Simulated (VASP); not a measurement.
Runs of VASP 6.6.1 on NiO. The structure is cubic, space group Fm-3m (No. 225). Conventional cell: a = 4.172 Å, b = 4.172 Å, c = 4.172 Å, α = 90.00°, β = 90.00°, γ = 90.00°. Around Ni (site symmetry m-3m) lie 6 O at 2.09 Å. O (site symmetry m-3m) has 6 Ni at 2.09 Å as nearest neighbours. 

```csv
task,level,cell,cutoff (eV),smearing,gap on the mesh (eV),pressure (GPa),moment (μB),relaxed volume (Å³/atom)
relaxation of cell and atoms,PW91,relaxed,600,fermi-dirac 0.05 eV,none,0.0,1.34,9.15
relaxation of cell and atoms,revPBE,relaxed,600,fermi-dirac 0.05 eV,none,0.0,(b),9.63
relaxation of cell and atoms,BLYP,relaxed,600,fermi-dirac 0.05 eV,none,0.0,1.82,9.77
single point,PBE,as given,520,gaussian 0.023 eV,none,6.0,1.77,-
band structure,revPBE,as given,520,fermi-dirac 0.05 eV,-,10.9,1.77,-
single point,PBE,as given,520,gaussian 0.011 eV,none,6.1,1.78,-
relaxation of cell and atoms,AM05,relaxed,600,fermi-dirac 0.05 eV,none,0.0,(c),(a)
band structure,PW91,as given,520,fermi-dirac 0.05 eV,-,-,1.31,-
band structure,BLYP,as given,520,fermi-dirac 0.05 eV,-,-,1.60,-
band structure,AM05,as given,520,fermi-dirac 0.05 eV,-,-,0.95,-
```

Alike in all rows: potentials or basis VASP PAW PBE potentials, release 64 (Ni, O); spin collinear, ferromagnetic start; k mesh 11 × 11 × 11.

Q: Estimate the missing entries.

A: (a) 8.56; (b) 1.88; (c) 0.33.

Caveats: semilocal functionals often make such compounds metallic where correlation or magnetic order opens a gap, which also shifts bond lengths; a cell with one magnetic atom can't hold antiferromagnetic order, which such compounds often take (some runs); the PAW data sets were made with another functional, which shifts forces and pressure a little (some runs).

A gap of «none» marks a metal or a gap under the smearing width.
